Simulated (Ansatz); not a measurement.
Calculated ¹¹⁹Sn Mössbauer parameters for Zn₃Sn₂O₇

Cell: a Materials Project structure (computed, not necessarily an observed phase), atoms as given.

```
Zn Sn O
1.0
     9.53069   -2.71479    0.00000
     9.53069    2.71479    0.00000
     0.00000    0.00000    5.38853
Zn Sn O
6 4 14
Direct
  0.74365 0.25635 0.77238
  0.25635 0.74365 0.27238
  0.57725 0.01519 0.70842
  0.42275 0.98481 0.20842
  0.98481 0.42275 0.70842
  0.01519 0.57725 0.20842
  0.35697 0.85071 0.74483
  0.64303 0.14929 0.24483
  0.85071 0.35697 0.24483
  0.14929 0.64303 0.74483
  0.92821 0.65996 0.83467
  0.07179 0.34004 0.33468
  0.65996 0.92821 0.33468
  0.34004 0.07179 0.83467
  0.28058 0.44883 0.41725
  0.71942 0.55117 0.91725
  0.44883 0.28058 0.91725
  0.55117 0.71942 0.41725
  0.84207 0.00777 0.57405
  0.15793 0.99223 0.07405
  0.37846 0.62154 0.64917
  0.62154 0.37846 0.14917
  0.99223 0.15793 0.57405
  0.00777 0.84207 0.07405
```

Atom numbers follow the list; atoms alike are taken as one site, whose name carries the number of the first.

All values are calculated (Ansatz; DFT, r2SCAN, plane waves and PAW, scalar-relativistic, 500 eV cutoff, Γ-centred 4×4×4 k-points, Fermi–Dirac smearing 0.02 eV), not measured.

Isomer shifts (against SnO₂) follow from the electron density at the nucleus, δ = α(ρ − ρ₀), with α = 0.093 mm s⁻¹ a₀³ and ρ₀ = 183072.84 a₀⁻³ from a line fitted to 8 measured compounds at this level of theory (rms miss 0.14 mm/s). ΔE_Q = ½eQV_zz(1 + η²/3)^½ with Q = -0.132 b for the 23.9 keV state.

(1) What would the ¹¹⁹Sn spectrum's parameters be?

Answers

(1) 

| site | atoms | first shell | ρ − ρ₀ (a₀⁻³) | δ (mm/s) | ΔE_Q (mm/s) | η |
| --- | --- | --- | --- | --- | --- | --- |
| Sn | 7, 8, 9, 10 | 6 O at 2.06–2.16 Å | 1.9 | 0.18 | -0.58 | 0.86 |

The shift of Sn is typical of Sn(IV) in an ionic setting.

At this cell the r2SCAN pressure is -8 GPa, so with r2SCAN the cell would shrink if it were relaxed. The entry's cell may itself be off. Without spin–orbit coupling (the program notes it for Sn) the gradients are little affected as a rule: paired runs on crystals with a gap mostly move them by under 2 % at such atoms. With these PAW files V_zz is typically within 2 to 3 % of all-electron values, but misses above 10 % occur on Sn.
